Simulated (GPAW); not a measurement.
# HgTe (Coloradoite) (F-43m) in GPAW: single point with PBE

Aim: the single point of HgTe (Coloradoite) with PBE.

Program: GPAW 26.7.0. These are calculated values, not measurements. Logs are shortened: lines on timing, memory, paths and dates and some standing lists are left out, and cuts for length are marked. The log counts tension as positive stress, the text compression.

## 1. The structure

Symmetry: F-43m, No. 216, cubic system. Conventional cell: a = 6.429 Å, b = 6.429 Å, c = 6.429 Å, α = 90.00°, β = 90.00°, γ = 90.00°. Hg (site symmetry -43m) is surrounded by 4 Te at 2.78 Å. Te (site symmetry -43m) is surrounded by 4 Hg at 2.78 Å.

## 2. Single point, PBE

The input, run.py:

```python
from ase.dft.bandgap import bandgap
from ase.io import read, write
from ase.units import GPa
from gpaw import GPAW, PW

atoms = read('POSCAR')

calc = GPAW(mode=PW(600),
            xc='PBE',
            kpts={'size': (9, 9, 9), 'gamma': True},
            occupations={'name': 'fermi-dirac', 'width': 0.05},
            nbands=18,
            convergence={'density': 1e-05, 'energy': 1e-05},
            maxiter=100,
            txt='gpaw.txt')
atoms.calc = calc
energy = atoms.get_potential_energy()
forces = atoms.get_forces()
stress = atoms.get_stress()
calc.write('gs.gpw')
write('result.traj', atoms)
print(f'Energy: {energy:.6f} eV')
print('Forces (eV/A):')
print(forces.round(4))
print('Stress (GPa):', (stress / GPa).round(3))
print('Fermi level:', round(calc.get_fermi_level(), 4), 'eV')
print(f'Gap: {bandgap(calc)[0]:.4f} eV, direct: {bandgap(calc, direct=True)[0]:.4f} eV')
```

The input, POSCAR:

```
HgTe
1.0
    0.0000000000      3.2145000000      3.2145000000
    3.2145000000      0.0000000000      3.2145000000
    3.2145000000      3.2145000000      0.0000000000
Hg Te
1 1
Direct
    0.0000000000      0.0000000000      0.0000000000
    0.7500000000      0.7500000000      0.7500000000
```

Potentials or basis: GPAW PAW data sets (gpaw-data 1.2.1), pw.

Command:

```bash
$ OMP_NUM_THREADS=1 python run.py
```

gpaw.txt:

```text
__  _  _
 | _ |_)|_||  |
 |__||  | ||/\| - 26.7.0

Input parameters:
  mode=PW(ecut=600.0),
  convergence={'density': 1e-05, 'energy': 1e-05},
  kpts=MonkhorstPack(size=(9, 9, 9), gamma=True),
  maxiter=100,
  nbands=18,
  occupations=Occupations(name='fermi-dirac', width=0.05),
  xc=XC(name='PBE')

Diagonalizing LCAO Hamiltonian
Converting LCAO to pw mode

                      Te

       Hg

Atoms  # Å, Bohr magnetons
|   | symbol |        x |        y |        z |    initial magnetic moments |
|---|--------|----------|----------|----------|-----------------------------|
| 0 |     Hg | 0.000000 | 0.000000 | 0.000000 | ( 0.0000,  0.0000,  0.0000) |
| 1 |     Te | 4.821750 | 4.821750 | 4.821750 | ( 0.0000,  0.0000,  0.0000) |

Unit cell  # Å
| periodic |        x |        y |        z |  lengths |    angles |
|----------|----------|----------|----------|----------|-----------|
|      yes | 0.000000 | 3.214500 | 3.214500 | 4.545989 | 60.000000 |
|      yes | 3.214500 | 0.000000 | 3.214500 | 4.545989 | 60.000000 |
|      yes | 3.214500 | 3.214500 | 0.000000 | 4.545989 | 60.000000 |

Number of symmetries: 24
Symmetry operations  # r_c * U_cc + t_c -> r_c
|    | kind |            matrix            |
|----|------|------------------------------|
|  0 |  E   |  1, 0, 0,  0, 1, 0,  0, 0, 1 |
|  1 |  σ   |  1, 0, 0,  0, 0, 1,  0, 1, 0 |
|  2 |  σ   |  1, 0,-1,  0, 1,-1,  0, 0,-1 |
|  3 |  C3  |  1, 0,-1,  0, 0,-1,  0, 1,-1 |
|  4 |  C3  |  1,-1, 0,  0,-1, 1,  0,-1, 0 |
|  5 |  σ   |  1,-1, 0,  0,-1, 0,  0,-1, 1 |
|  6 |  σ   |  0, 1, 0,  1, 0, 0,  0, 0, 1 |
|  7 |  C3  |  0, 1, 0,  0, 0, 1,  1, 0, 0 |
|  8 |  C2  |  0, 1,-1,  1, 0,-1,  0, 0,-1 |
|  9 |  S4  |  0, 1,-1,  0, 0,-1,  1, 0,-1 |
| 10 |  C3  |  0, 0, 1,  1, 0, 0,  0, 1, 0 |
| 11 |  σ   |  0, 0, 1,  0, 1, 0,  1, 0, 0 |
| 12 |  S4  |  0, 0,-1,  1, 0,-1,  0, 1,-1 |
| 13 |  C3  |  0, 0,-1,  0, 1,-1,  1, 0,-1 |
| 14 |  S4  |  0,-1, 1,  1,-1, 0,  0,-1, 0 |
| 15 |  C2  |  0,-1, 1,  0,-1, 0,  1,-1, 0 |
| 16 |  C3  |  0,-1, 0,  1,-1, 0,  0,-1, 1 |
| 17 |  S4  |  0,-1, 0,  0,-1, 1,  1,-1, 0 |
| 18 |  S4  | -1, 1, 0, -1, 0, 1, -1, 0, 0 |
| 19 |  C3  | -1, 1, 0, -1, 0, 0, -1, 0, 1 |
| 20 |  C3  | -1, 0, 1, -1, 1, 0, -1, 0, 0 |
| 21 |  S4  | -1, 0, 1, -1, 0, 0, -1, 1, 0 |
| 22 |  σ   | -1, 0, 0, -1, 1, 0, -1, 0, 1 |
| 23 |  C2  | -1, 0, 0, -1, 0, 1, -1, 1, 0 |

BZ-sampling:
  Number of BZ points: 729
  Number of IBZ points: 35

  Monkhorst-Pack size: [9, 9, 9]
  Monkhorst-Pack shift: [0, 0, 0]

K-points  # in reciprocal-cell coordinates
|     |                                coordinates |     weight |
|-----|--------------------------------------------|------------|
|   0 | (  0.00000000,   0.00000000,   0.00000000) | 0.00137174 |
|   1 | (  0.11111111,   0.11111111,   0.00000000) | 0.00823045 |
|   2 | (  0.11111111,   0.11111111,   0.11111111) | 0.01097394 |
|   3 | (  0.22222222,   0.11111111,   0.11111111) | 0.01646091 |
|   4 | (  0.22222222,   0.22222222,   0.00000000) | 0.00823045 |
|   5 | (  0.22222222,   0.22222222,   0.11111111) | 0.03292181 |
|   6 | (  0.22222222,   0.22222222,   0.22222222) | 0.01097394 |
|   7 | (  0.33333333,   0.22222222,   0.11111111) | 0.03292181 |
|   8 | (  0.33333333,   0.22222222,   0.22222222) | 0.03292181 |
|   9 | (  0.33333333,   0.33333333,  -0.33333333) | 0.01646091 |
| ... |                                            |            |
|  34 | (  0.44444444,   0.44444444,   0.44444444) | 0.01097394 |

Plane wave coefficients: 2233
Cutoff: 600.0 eV

Spin-components: 1 (collinear spins)
Bands:           18
Projectors:      11
Spin-degeneracy: 2
Datatype:        complex128

Parallelization:
  kpt:    1
  domain: 1
  band:   1

Density:
  Valence electrons: 24.0
  Components: 1
  Grid points: [27 27 27]
  Charge: 0.0  # |e|

Potential:
  Grid points: [27 27 27]

species:
  Hg:
    name:    Mercury
    Z:       80.0
    valence: 18
    core:    62
    charge:  0.0  # [|e|]
    compensation charges:
      type: gauss
      rc: 0.41  # [Å]
      lmax: 2
    cutoffs:
      filter: 2.17  # [Å]
      core: 2.06  # [Å]
    projectors
    | kind |    occ | energy [eV] | rcut [Å] |
    |------|--------|-------------|----------|
    |   6s |  2.000 |      -6.783 |    1.307 |
    |   5p |  6.000 |     -66.572 |    1.291 |
    |   6p |  0.000 |      -1.056 |    1.291 |
    |   5d | 10.000 |      -9.891 |    1.302 |
    |    s |        |      20.429 |    1.307 |
    |    d |        |      17.320 |    1.302 |

    Using partial waves for Hg as LCAO basis

  Te:
    name:    Tellurium
    Z:       52.0
    valence: 6
    core:    46
    charge:  0.0  # [|e|]
    compensation charges:
      type: gauss
      rc: 0.36  # [Å]
      lmax: 2
    cutoffs:
      filter: 2.09  # [Å]
      core: 3.17  # [Å]
    projectors
    | kind |    occ | energy [eV] | rcut [Å] |
    |------|--------|-------------|----------|
    |   5s |  2.000 |     -15.089 |    1.180 |
    |   5p |  4.000 |      -5.955 |    1.196 |
    |    s |        |      12.123 |    1.180 |
    |    p |        |      21.256 |    1.196 |
    |    d |        |       0.000 |    1.238 |

    Using partial waves for Te as LCAO basis

Reference energy: -717946.462161  # eV

eigensolver:
  PPCG
  Converge bands: occupied
  niter=2

density mixing:
  MSR1-Mixer
  Pratt-step length: 0.05
  Maximum mixing coefficient: 0.75
  Old densities: 10
  SVD Regularization: 0.005
  Good broyden scale: 1.0
  Trust region scale: 1.0
  Backstep threshold: 4.0
  History deletion threshold: 6.0
  Fourier metric: weight=20.0, sigma=0.015

occupation numbers:
  Fermi-Dirac:
    width: 0.0500  # eV

poisson solver:
  ecut: 4800.0  # eV

xc functional:
  name: PBE with 2 nearest neighbor stencil

convergence criteria:
- Maximum integral of absolute [dens]ity change: 1e-05 electrons / valence electron
- Maximum [total energy] change in last 3 cyles: 1e-05 eV / valence electron
- Maximum integral of absolute [eigenst]ate change: 4e-08 eV^2 / valence electron
maximum number of iterations: 100

SCF iterations
|iter     | |      energy | eigst |  dens |
|---------|-|-------------|-------|-------|
|iter:   1| |   -4.551640 | -0.08 |       |
|iter:   2| |   -4.512922 | -2.04 | -1.44 |
|iter:   3| |   -4.411040 | -1.98 | -1.48 |
|iter:   4| |   -4.423732 | -2.67 | -1.88 |
|iter:   5| |   -4.430491 | -3.01 | -2.22 |
|iter:   6| |   -4.430794 | -4.43 | -3.29 |
|iter:   7| |   -4.430843 | -5.03 | -3.69 |
|iter:   8| |   -4.430844c| -6.65 | -4.29 |
|iter:   9| |   -4.430844c| -7.21 | -4.95 |
|iter:  10| |   -4.430844c| -7.77c| -5.49c|

Converged in 10 steps
Energy contributions relative to reference atoms: (reference = -717946.462161)

Energy contributions:
  Kinetic:          33.095384
  Coulomb:         -27.676691
  Zero:             -2.009816
  External:          0.000000
  Xc:               -7.839493
  Entropy:          -0.000455
  Spinorbit:         0.000000
  ----------------------------
  Free energy:      -4.431071
  Extrapolated:     -4.430844

dipole moment: (-17.494981, -17.494981, -17.494981)  # |e|*Ang

Fermi level: 4.756
Eigenvalues  # (at kpt = [0.000, 0.000, 0.000])
| band index |      eig [eV] | occ [0-2] |
|------------|---------------|-----------|
|          0 |       -58.854 |     2.000 |
|        ... |               |           |
|          5 |        -2.858 |     2.000 |
|          6 |        -2.858 |     2.000 |
|          7 |        -2.331 |     2.000 |
|          8 |        -2.331 |     2.000 |
|          9 |         4.141 |     2.000 |
|         10 |         4.695 |     1.543 |
|         11 |         4.695 |     1.543 |
|         12 |         4.695 |     1.543 |
|         13 |         8.931 |     0.000 |
|         14 |         8.931 |     0.000 |
|         15 |         8.931 |     0.000 |
|         16 |        11.252 |     0.000 |
|         17 |        14.443 |     0.000 |

No gap
No difference between direct/indirect transitions

Forces  # eV/Ang
|        x |       y |        z |
|----------|---------|----------|
| -0.00000 | 0.00000 | -0.00000 |  # Hg   0
|  0.00000 | 0.00000 |  0.00000 |  # Te   1

Stress tensor  # eV/Ang^3
|         x |         y |         z |
|-----------|-----------|-----------|
| -0.028018 | -0.000000 | -0.000000 |
| -0.000000 | -0.028018 |  0.000000 |
| -0.000000 |  0.000000 | -0.028018 |

# Writing to gs.gpw (mode='')
```

Wall time 35 s (1 thread of Intel Xeon Platinum 8175M at 2.50GHz (Skylake/Cascade Lake), shared host); peak memory 0.19 GiB.

Results:

```
Free energy            : -4.4311 eV
Pressure               : 4.5 GPa
Band gap on the k mesh : none (metal or under the smearing width)
```

Spin-orbit coupling is left out, which matters for the levels of Hg, Te.

## 3. The reference run

An earlier run on the cell as given: functional PBEsol; potentials or basis PAW data sets generated in the run's folder for this functional; cutoff 600 eV; basis pw; k mesh 7 × 7 × 7; occupations fermi-dirac, width 0.05 eV; no spin polarisation.

- Pressure: 1.7 GPa
- Band gap on the k mesh: none (metal or under the smearing width)
